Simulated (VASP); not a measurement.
# SnSe: single point with PBE

The system is SnSe, a slab with vacuum.

```xyz
8
Lattice="4.3100 0.0000 0.0000 0.0000 4.3180 0.0000 0.0000 0.0000 23.8958" Properties=species:S:1:pos:R:3 pbc="T T T"
Sn    2.1550    1.0795    7.5000
Sn    0.0000    3.2385   10.5433
Sn    0.0000    1.0795   13.3525
Sn    2.1550    3.2385   16.3958
Se    0.0000    3.2385    7.7809
Se    2.1550    1.0795   10.2624
Se    2.1550    3.2385   13.6334
Se    0.0000    1.0795   16.1149
```

- Program: VASP 6.6.1
- Task: single point
- Functional: PBE
- Potentials or basis: VASP PAW PBE potentials, release 54 (Sn_d, Se)
- Cutoff: 600 eV
- k mesh: 5 × 5 × 1
- Occupations: fermi-dirac, width 0.05 eV
- Spin: no spin polarisation

```yaml
Largest_force: 0.320 eV/Å
Band_gap_on_the_k_mesh: 0.87 eV, indirect (least direct gap 0.95 eV)
```

Forces on the atoms (eV/Å):
```
Sn   0.000  0.000  0.320
Sn   0.000  0.000 -0.296
Sn   0.000  0.000  0.296
Sn   0.000  0.000 -0.320
Se   0.000  0.000  0.001
Se   0.000  0.000 -0.165
Se   0.000  0.000  0.165
Se   0.000  0.000 -0.001
```

Levels at points of the mesh, in eV from the valence-band top:
```csv
k point,band 38,band 39,band 40,band 41,band 42,band 43
"(0.00, 0.00, 0.00)",-1.53,-0.33,-0.33,0.90,2.53,3.60
```

It took 7.9 min on 1 thread of AMD EPYC 7R43 64-Core Processor (Zen 3), with other jobs on the host, peak memory 0.56 GiB.

Caveat: spin-orbit coupling is left out, which moves the levels of the heavy elements.
